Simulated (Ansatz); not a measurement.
# Li2O (Fm-3m) in Ansatz: band structure with HSE06

Aim: the band structure of Li2O with HSE06.

Program: Ansatz 0.2.0. These are calculated values, not measurements. Logs are shortened: lines on timing, memory, paths and dates and some standing lists are left out, and cuts for length are marked.

**1. Starting point**

It takes space group Fm-3m (No. 225, cubic). Conventional cell: a = 4.654 Å, b = 4.654 Å, c = 4.654 Å, α = 90.00°, β = 90.00°, γ = 90.00°. O (site symmetry m-3m) is surrounded by 8 Li at 2.02 Å. Li (site symmetry -43m) has 4 O at 2.02 Å as nearest neighbours.

The cell comes from a database or a generator and needn't be the stable form of this composition.

**2. Band structure, HSE06**

Contents of input:

```
crystal:
  lattice:
    - [0.0, 2.3268543819, 2.3268543819]
    - [2.3268543819, 0.0, 2.3268543819]
    - [2.3268543819, 2.3268543819, 0.0]
  atoms:
    - { symbol: O, position: [0.0, 0.0, 0.0] }
    - { symbol: Li, position: [0.25, 0.25, 0.25] }
    - { symbol: Li, position: [0.75, 0.75, 0.75] }
hamiltonian:
  xc: hse06
  pseudopotentials: { kind: paw }
kpoints:
  mp_grid: { grid: [8, 8, 8] }
  band_path:
    path:
      - [[0.0, 0.0, 0.0], [0.5, 0.0, 0.5], [0.5, 0.25, 0.75], [0.375, 0.375, 0.75], [0.0, 0.0, 0.0], [0.5, 0.5, 0.5], [0.625, 0.25, 0.625], [0.5, 0.25, 0.75], [0.5, 0.5, 0.5], [0.375, 0.375, 0.75]]
      - [[0.625, 0.25, 0.625], [0.5, 0.0, 0.5]]
    npoints: 4
scf:
  occupations: { method: fermi_dirac, width: 0.05 }
  n_extra_bands: 7
output:
  forces: true
  stress: true
  eigenvalues: true
  fatbands: false
```

Potentials or basis: Ansatz PAW.

The log of the run:

```text
Warning: output.stress: scf.convergence.dr2_threshold = 1e-7 eV (the SCF's general default) is looser than the 3e-10 eV advised for a printed stress (1e-10 eV for each atom of the cell: 3). What an SCF threshold leaves in a stress goes as its square root, and in the free energy as the threshold itself, and one threshold admits the most on a small cell: of the crystals measured, under no hybrid functional and no lock of the moments, on runs that ended without the residual-converged pass, on stresses that held no estimate of that error, the worst erred by over 100 MPa in a component at 1e-7 eV an atom and by under 5 at 1e-10. Set scf.convergence.dr2_threshold to 3e-10 eV or tighter. The threshold is an SCF's pass mark: one that does not reach it within its budget of iterations ends unconverged, or closes short of it on a stop that the run arms, and scf.convergence.dr2_threshold's page says what that costs each kind of run
Warning: output.stress: scf.exx.energy_threshold = 1e-6 eV is looser than the 3e-8 eV advised for a stress under a hybrid functional (1e-8 eV for each atom of the cell: 3). Every SCF of the exchange loop can meet its threshold on dr2 while the loop round them stops early: no threshold on dr2 bounds what that leaves in the stress. Set scf.exx.energy_threshold to 3e-8 eV or tighter. The threshold is the loop's pass mark: a loop that does not reach it within its budget of cycles ends unconverged, and scf.exx.energy_threshold's page has the law
scf.n_extra_bands = 7 over 6 filled bands (N_el = 12.0): the run solves 13 bands
GPUs: using 1 of 1 available (devices: 1).
Engine: ansatz 0.2.0, x86_64-unknown-linux-gnu
Pseudopotentials: kind: paw
Pseudopotential: O, paw, valence charge 6, recommended cutoff 420 eV (normal), O.paw.azcp
Pseudopotential: Li, paw, valence charge 3, recommended cutoff 420 eV (normal), Li.paw.azcp
Functional definition: HSE06
  parameter a = 0.25
  parameter omega = 0.11/bohr
  exchange = pbe_x - a*pbe_x_sr(omega) + a*exact_x_sr(omega)
  correlation = pbe_c
device memory: the entry about to start is reckoned to put 0.4 GiB on a device that reports 59.9 GiB free (of which the cap on the GPU budget leaves the run 18.0 GiB)
GPU FFT provider: cuFFT
GPU libraries: cuBLAS 13.8.2, cuFFT 12.4.0, cuSOLVER 12.3.4
Crystal: 3 atoms, lattice volume = 25.196 Å³
Basis set: ecut = 420 eV, 531 PW (Γ), exchange–correlation on 48×48×48 points (8 copies of the dense FFT grid, shifted against one another)
Bands: 13, of which v1, the nominal top of the filled ones, is band 6 counted from 1 (5 counted from 0)
Symmetry: 48 space group operations
Space group: Fm-3m (ITA 225), of the structure as read, at distance tolerance 2.9e-5 Å
k-points: 29 of 512
Non-local potential: O, projectors of the file, l = 0: 2, l = 1: 2, l = 2: 1
Non-local potential: Li, projectors of the file, l = 0: 3, l = 1: 2, l = 2: 1
PAW form: soft (Blöchl's): semilocal exchange-correlation on the pseudo side does not see the compensation charge
PAW frozen core: O, regenerated for the run's functional, and the local potential with it (the file was generated under x = pbe(κ = 0.804, μ = 0.2195149727645171), c = pbe(β = 0.06672455060314922))
PAW one-centre angular grid: O, 110 points (default); XC on 96 Gauss nodes
PAW one-centre angular grid: Li, 110 points (default); XC on 96 Gauss nodes
Initial density: superposition of atomic densities (neutral atoms: chi_scale 0, normalization atom), corrected by the library's trained network
Initial wavefunctions: pseudopotential atomic-orbital guess
GPU buffer pool allocated for 13824 grid points (all kernels)
GPU transforms: local potential and band sums: pruned to the plane-wave sphere, on 24×24×24
Functional: x = pbe(κ = 0.804, μ = 0.2195149727645171), c = pbe(β = 0.06672455060314922), warm-up for x = pbe(κ = 0.804, μ = 0.2195149727645171) + 0.25 (exact − pbe) at short range (hse, ω = 0.20786987370883472 Å⁻¹), c = pbe(β = 0.06672455060314922); HSE06 as pw.x's `hse` composes it (authors' and Libxc's form: `xc: wpbeh`)
SCF iter   1: F=—  HF=-979.860848 eV  |F-HF|=—  |Δ(HF+E_count)|=         —  Δρ=8.36e-4  dr2=1.18e-4  ethr=1.77e-3  ⟨swp⟩=2.0  Hψ=2523  notcnv=0
preconditioner: auto → none  [insulator: Δε(μ)=4.941 eV  Ē_g=19.095 eV  σ=0.050 eV  W_gap=1.00  n_scr=8 (ndim 8)  ℏωp=20.9 eV  f_vac=0.000  D(μ)=0.00/eV (n_scr^D=0)]
SCF iter   2: F=-979.860930 eV  HF=-979.860915 eV  |F-HF|=1.43e-5  |Δ(HF+E_count)|=   6.70e-5  Δρ=3.81e-4  dr2=2.40e-5  ethr=9.79e-7  ⟨swp⟩=3.6  Hψ=641  notcnv=0  defer=13
SCF 1 stopped early in 2 iterations: F = -979.860930 eV  dr2 = 2.40e-5
device memory: the entry about to start is reckoned to put 1.0 GiB on a device that reports 59.9 GiB free (of which the cap on the GPU budget leaves the run 18.0 GiB)
GPU FFT provider: cuFFT
GPU libraries: cuBLAS 13.8.2, cuFFT 12.4.0, cuSOLVER 12.3.4
Initial density: handed on by an earlier stage of this run
Initial wavefunctions: those handed on with the density
GPU buffer pool allocated for 13824 grid points (all kernels)
GPU transforms: local potential and band sums: pruned to the plane-wave sphere, on 24×24×24
Functional: x = pbe(κ = 0.804, μ = 0.2195149727645171) + 0.25 (exact − pbe) at short range (hse, ω = 0.20786987370883472 Å⁻¹), c = pbe(β = 0.06672455060314922); HSE06 as pw.x's `hse` composes it (authors' and Libxc's form: `xc: wpbeh`)
Exchange kernel: α = 0.2500, screened, ω = 0.2079 Å⁻¹, Wigner–Seitz truncation, v(0) = 1046.8637 eV·Å³, q-mesh 8×8×8, nearest image of the exchange supercell L = 26.33 Å, pair-density grid 15×15×15, without the augmentation charges, whose exchange is taken in its separable form by FFT convolution over the k-point mesh (sized by the pseudopotential files, 18×18×18 at the most), smooth part of the exact exchange by density-matrix convolution in up to 2.55 GiB of GPU memory as planned if the GPU has room (build and FFT work areas not counted)
Frozen-core exchange: fock
SCF iter   1: F=—  HF=-979.807991 eV  |F-HF|=—  |Δ(HF+E_count)|=         —  Δρ=6.17e-3  dr2=9.79e-3  ethr=2.00e-6  ⟨swp⟩=5.4  Hψ=1649  notcnv=0
preconditioner: auto → none  [insulator: Δε(μ)=6.556 eV  Ē_g=21.555 eV  σ=0.050 eV  W_gap=1.00  n_scr=8 (ndim 8)  ℏωp=20.9 eV  f_vac=0.000  D(μ)=0.00/eV (n_scr^D=0)]
SCF iter   2: F=—  HF=-979.805507 eV  |F-HF|=—  |Δ(HF+E_count)|=   2.48e-3  Δρ=4.36e-3  dr2=1.97e-3  ethr=2.00e-6  ⟨swp⟩=3.6  Hψ=834  notcnv=0
SCF iter   3: F=—  HF=-979.808246 eV  |F-HF|=—  |Δ(HF+E_count)|=   2.74e-3  Δρ=1.78e-3  dr2=9.76e-4  ethr=2.00e-6  ⟨swp⟩=2.9  Hψ=603  notcnv=0
SCF iter   4: F=—  HF=-979.807976 eV  |F-HF|=—  |Δ(HF+E_count)|=   2.70e-4  Δρ=3.02e-4  dr2=5.44e-5  ethr=2.00e-6  ⟨swp⟩=2.7  Hψ=597  notcnv=0
SCF iter   5: F=—  HF=-979.808049 eV  |F-HF|=—  |Δ(HF+E_count)|=   7.29e-5  Δρ=3.90e-4  dr2=3.88e-5  ethr=2.80e-7  ⟨swp⟩=2.1  Hψ=555  notcnv=0
iter 6 solved again at ethr=1.44e-9 eV; its pass at ethr=2.80e-7 eV (dr2=1.73e-7 eV) is discarded
SCF iter   6: F=-979.808040 eV  HF=-979.808040 eV  |F-HF|=2.39e-7  |Δ(HF+E_count)|=   9.50e-6  Δρ=4.31e-5  dr2=2.19e-7  ethr=1.44e-9  ⟨swp⟩=4.6  Hψ=1947  notcnv=0  defer=1
SCF 2 stopped early in 6 iterations: F = -979.808040 eV  dr2 = 2.19e-7
hybrid outer 1: dexx = +3.474e-3 eV, tail = 5.02e-6 eV
GPU FFT provider: cuFFT
GPU libraries: cuBLAS 13.8.2, cuFFT 12.4.0, cuSOLVER 12.3.4
GPU buffer pool allocated for 13824 grid points (all kernels)
GPU transforms: local potential and band sums: pruned to the plane-wave sphere, on 24×24×24
Exchange kernel: α = 0.2500, screened, ω = 0.2079 Å⁻¹, Wigner–Seitz truncation, v(0) = 1046.8637 eV·Å³, q-mesh 8×8×8, nearest image of the exchange supercell L = 26.33 Å, pair-density grid 15×15×15, without the augmentation charges, whose exchange is taken in its separable form by FFT convolution over the k-point mesh (sized by the pseudopotential files, 18×18×18 at the most), smooth part of the exact exchange by density-matrix convolution in up to 2.55 GiB of GPU memory as planned if the GPU has room (build and FFT work areas not counted)
Frozen-core exchange: fock
SCF iter   1: F=—  HF=-979.808084 eV  |F-HF|=—  |Δ(HF+E_count)|=         —  Δρ=2.40e-5  dr2=4.78e-8  ethr=2.09e-7  ⟨swp⟩=2.9  Hψ=782  notcnv=0
preconditioner: auto → none  [insulator: Δε(μ)=6.529 eV  Ē_g=21.506 eV  σ=0.050 eV  W_gap=1.00  n_scr=8 (ndim 8)  ℏωp=20.9 eV  f_vac=0.001  D(μ)=0.00/eV (n_scr^D=0)]
SCF iter   2: F=-979.808084 eV  HF=-979.808084 eV  |F-HF|=5.60e-9  |Δ(HF+E_count)|=   1.45e-7  Δρ=7.57e-6  dr2=7.54e-9  ethr=3.71e-10  ⟨swp⟩=4.0  Hψ=913  notcnv=0
SCF 3 converged in 2 iterations: F = -979.808084 eV  dr2 = 7.54e-9
  Residual-converged pass: ⟨swp⟩=2.1  Hψ=550  notcnv=0  max |occ|·‖R‖ = 2.4e-6 eV (tolerance 2.4e-6 eV)  dr2=7.53e-9  dr2_onsite=1.21e-9  max |Δocc| = 0.0e0
hybrid outer 2: dexx = +2.996e-8 eV, tail = 1.84e-8 eV, Δε = 1.42e-3 eV (about 1.08e-4 eV left of the loop's levels)
device memory: the entry about to start is reckoned to put 0.3 GiB on a device that reports 63.7 GiB free (of which the cap on the GPU budget leaves the run 18.0 GiB)
NSCF: frozen V_eff on 42 k-points, pencils in batches of 32, up to order 60
hybrid SCF converged: 2 outer / 8 inner (+2 warm-up), last move |dexx| = 3.00e-8 eV, tail = 1.84e-8 eV
Stability not checked: this state was not tested for a lower state beside it, because the functional holds exact exchange (a hybrid, or Hartree-Fock), whose exchange loop this test does not read (fock_operator; see scf.lower_state_search)
Free energy (F): -979.808084 eV
Frozen-core exchange: fock
Harris-Foulkes:  -979.808084 eV  (|F-HF|=5.60e-9)
Internal energy: -979.808084 eV  (E = F + TS)
E sigma→0 (E₀):  -979.808084 eV
Fermi energy:    4.867493 eV
--- Per-component energies (eV) ---
  E_band       = -203.459825
  E_kinetic    = 223.191319
  E_local      = -573.990999  (includes V_loc(G=0)·N_el)
  E_nonlocal   = -19.315787
  E_hartree    = 190.764461
  E_xc         = -78.652754
  E_vxc        = -99.733170  (∫ρ·V_xc dr)
  E_exx        = -42.598651  (= α·E_x^exact, valence–valence)
  E_paw        = -176.466449  (= ΣΔE_a)
  E_vpaw       = -29.944412  (= ΣTr[D̂ρ^β])
  E_aug_tail   = 0.002557  (compensation charges beyond the density's cutoff)
  E_ewald      = -502.715121
  E_core_change = -0.026660  (= ΣΔE_core)
  E_smearing   = -0.000000  (= −TS)
  E_closure    = -0.000000  (closes the sum)
  Σ components = -979.808084   (vs F -979.808084, Δ=0.00e0)
--- Forces (eV/Å), atoms counted from 1 ---
  atom   1  O     -0.00000000     0.00000000    -0.00000000
  atom   2  Li    -0.00000000    -0.00000000     0.00000000
  atom   3  Li     0.00000000    -0.00000000    -0.00000000
  max |Σ_I F_I| component: 1.39e-17 eV/Å
--- Stress (GPa, compression-positive) ---
       -4.479617       0.000000       0.000000
       -0.000000      -4.479617      -0.000000
        0.000000      -0.000000      -4.479617
  P = ⅓ Tr σ = -4.4796 GPa (-44.796 kbar)
--- Band table (eV; the first three rows and the last of 29) ---
  k-point 0: bands = ["-43.9549", "-43.6476", "-15.3034", "1.5753", "1.5753", "1.5753", "8.3125", "15.2788", "15.2788", "15.2788", "22.3112", "22.3112", "22.3112"]
  k-point 1: bands = ["-43.9413", "-43.6574", "-15.2707", "1.0537", "1.5010", "1.5010", "8.7510", "15.3035", "15.5004", "15.5004", "20.9579", "20.9579", "22.8012"]
  k-point 2: bands = ["-43.9033", "-43.6861", "-15.1878", "-0.0297", "1.3308", "1.3308", "9.8139", "15.0750", "15.7519", "15.7519", "20.1497", "20.1497", "24.0561"]
  k-point 28: bands = ["-43.7833", "-43.7833", "-14.9951", "-0.2510", "-0.0053", "-0.0053", "10.3288", "13.7610", "17.5868", "17.5868", "21.5091", "21.5091", "26.5928"]
```

It took 42 s on 1 × NVIDIA H100 80GB HBM3 with 2 threads of AMD EPYC 7R13 (Zen 3), shared host; peak memory 1.9 GiB.

Results:

| Quantity | Value |
| --- | --- |
| Free energy | -979.8081 eV |
| Pressure | -4.5 GPa |
| Band gap on the k mesh | 6.53 eV, indirect (least direct gap 6.74 eV) |
| Band gap along the path | 6.53 eV, indirect (least direct gap 6.74 eV) |

Levels at the corners of the path, in eV from the valence-band top:
| point | band 4 | band 5 | band 6 | band 7 | band 8 | band 9 |
| --- | --- | --- | --- | --- | --- | --- |
| Γ | 0.00 | 0.00 | 0.00 | 6.74 | 13.70 | 13.70 |
| X | -1.74 | -1.43 | -1.43 | 6.53 | 15.48 | 15.48 |
| W | -1.83 | -1.58 | -1.58 | 8.75 | 12.19 | 16.01 |
| K | -2.06 | -1.63 | -1.12 | 8.13 | 13.41 | 15.18 |
| Γ | 0.00 | 0.00 | 0.00 | 6.74 | 13.70 | 13.70 |
| L | -2.89 | -0.47 | -0.47 | 10.95 | 11.46 | 13.78 |
| U | -2.06 | -1.63 | -1.12 | 8.13 | 13.41 | 15.18 |
| W | -1.83 | -1.58 | -1.58 | 8.75 | 12.19 | 16.01 |
| L | -2.89 | -0.47 | -0.47 | 10.95 | 11.46 | 13.78 |
| K | -2.06 | -1.63 | -1.12 | 8.13 | 13.41 | 15.18 |
| U | -2.06 | -1.63 | -1.12 | 8.13 | 13.41 | 15.18 |
| X | -1.74 | -1.43 | -1.43 | 6.53 | 15.48 | 15.48 |

Caveat: the pressure holds a Pulay correction of +0.3 GPa for the finite cutoff; the PAW data sets come from PBE, with cores solved anew for the run's functional, which leaves a small shift of forces and pressure; the thresholds are loose for stress.
